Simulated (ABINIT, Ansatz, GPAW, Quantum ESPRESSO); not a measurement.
## AlPt: programs and potentials compared

```
Pt Al
1.0
     3.09155    0.00000    0.00000
     0.00000    3.09155    0.00000
     0.00000    0.00000    3.09155
Pt Al
1 1
Direct
  0.50000 0.50000 0.50000
  0.00000 0.00000 0.00000
```

Measurements of this composition are mostly on another form, of space group No. 198.

Alike in all runs: task single point; functional PBEsol; k mesh 9 × 9 × 9; occupations fermi-dirac, width 0.05 eV; no spin polarisation; no spin-orbit coupling. Pressure is positive in compression and, in plane waves, holds the error of the finite cutoff, which Ansatz's Pulay term estimates and takes out.

```csv
program and potentials,plane-wave cutoff (eV),notes,pressure (GPa)
"Ansatz, Ansatz PAW",420,"potentials made for PBE, which Ansatz adapts in part; 10.5 valence electrons an atom on average; Pulay term of +0.06 GPa included",-5.75
"GPAW, PAW data sets generated for this functional",600,9.5 valence electrons an atom on average,-5.20
"Ansatz, all-electron LAPW, scalar-relativistic",-,-,-5.71
"ABINIT, PseudoDojo NC SR PBEsol v0.4.1 standard",1143,10.5 valence electrons an atom on average,?
"Quantum ESPRESSO, GBRV 1.5 PBEsol",612,9.5 valence electrons an atom on average,-6.23
```

**Question.** Estimate from the other rows what the run with ABINIT, PseudoDojo NC SR PBEsol v0.4.1 standard gave.

**Answer.** Pressure -5.96 GPa. The other rows, which needn't bracket it: pressure -6.23 to -5.20.
